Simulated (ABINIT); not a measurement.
# As in ABINIT: the effect of functional

As:

```xyz
1
Lattice="2.7037 0.0000 0.0000 0.0000 2.7037 0.0000 0.0000 0.0000 2.7037" Properties=species:S:1:pos:R:3 pbc="T T T"
As    1.3518    1.3518    1.3518
```

This isn't the form of As at room conditions, which is rhombohedral.

Alike in all runs:

- Program: ABINIT 10.8.3 (patched build)
- Task: equation of state
- k mesh: 10 × 10 × 10
- Occupations: fermi-dirac, width 0.05 eV
- Spin: no spin polarisation

One run gave: V0 of scaled cells 19.07 Å³/atom; B0 93 GPa. Which functional did it use?
A. r2SCAN
B. PBEsol
C. LDA

C.

| functional | potentials or basis | cutoff | V0 of scaled cells (Å³/atom) | B0 (GPa) |
| --- | --- | --- | --- | --- |
| LDA | JTH PAW LDA v2.0 | 408 eV | 19.07 | 93 |
| PBEsol | JTH PAW PBE v2.0 | 408 eV | 19.45 | 90 |
| r2SCAN | JTH PAW PBE v2.0 | 490 eV | 19.72 | 90 |

Caveats: pressures at fixed basis lie under the slope of the energies; the PAW data sets were made with another functional, which shifts forces and pressure a little (some runs).

Runs at the PBE level aren't shown here.
